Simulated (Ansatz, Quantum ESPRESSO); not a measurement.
## One calculation of MnO2, 3 ways

```xyz
6
Lattice="2.8550 0.0000 0.0000 -1.4275 2.4725 0.0000 0.0000 0.0000 10.2217" Properties=species:S:1:pos:R:3 pbc="T T T"
Mn    0.0000    0.0000    5.1109
Mn    0.0000    0.0000    0.0000
O     1.4275    0.8242    4.1588
O     1.4275    0.8242    0.9521
O     0.0000    1.6483    6.0630
O     0.0000    1.6483    9.2697
```

Measurements of this composition are mostly on another form, of space group No. 136.

Alike in all runs: task band structure; functional LDA; k mesh 11 × 11 × 3; occupations fermi-dirac, width 0.05 eV; collinear spin, ferromagnetic start; no spin-orbit coupling. LDA stands for any of its common fits. Pressure is positive in compression and, in plane waves, holds the error of the finite cutoff, which Ansatz's Pulay term estimates and takes out. Gaps are the smaller of the mesh's and the band path's.

```csv
program and potentials,plane-wave cutoff (eV),notes,band gap (eV),pressure (GPa),net moment per atom (μB),largest force (eV/Å)
"Ansatz, Ansatz PAW",420,"potentials made for PBE, which Ansatz adapts in part; Pulay term of +0.95 GPa included",0.50,-8.19,1.00,0.612
"Ansatz, all-electron LAPW, scalar-relativistic",-,-,0.51,-7.94,1.00,0.591
"Quantum ESPRESSO, GBRV 1.5 LDA",612,-,0.49,-7.55,1.00,0.536
```

Force on atom 4 (O), eV/Å:

```tsv
program and potentials	x	y	z
Ansatz, Ansatz PAW	0.000	0.000	-0.612
Ansatz, all-electron LAPW, scalar-relativistic	0.000	0.000	-0.591
Quantum ESPRESSO, GBRV 1.5 LDA	0.000	0.000	-0.536
```

The band gap spans 0.49 (Quantum ESPRESSO, GBRV 1.5 LDA) to 0.51 eV (Ansatz, all-electron LAPW, scalar-relativistic), with all-electron results at 0.51. The pressure spans -8.19 (Ansatz, Ansatz PAW) to -7.55 GPa (Quantum ESPRESSO, GBRV 1.5 LDA), with all-electron results at -7.94. All agree on the net moment per atom. The state is the one that the start led to, which needn't be the lowest. The atoms of the given cell lie far from their minimum at this level.

Differences between rows come from potentials, basis sets and numerical settings, since the functional is the same but for its coding. Runs on potential files found faulty are left out.

The moment of 1.00 μB per atom, the same in every row, is what high-spin Mn(IV) should give: a half-filled t2g shell, with its majority-spin states full and its minority-spin states empty, in octahedral oxygen coordination, with oxide ions that carry little net spin. Exchange and ligand-field splitting then separate the filled states, mixed with O 2p, from the empty Mn d states, so a ferromagnetic semiconductor is reasonable without any distortion of the layers. The gap of about half an electronvolt is nevertheless well below what is known for layered MnO2, probably because LDA delocalises the Mn d electrons and places the empty d states too low.

The negative pressure and the force pulling oxygen towards its own Mn plane both favour a more compact layer with shorter Mn–O bonds. This suggests the usual LDA overbinding, acting on a cell that is too large for this functional. Since such a contraction would alter both the ligand field and the d–p mixing, the gap at the LDA equilibrium geometry remains open.
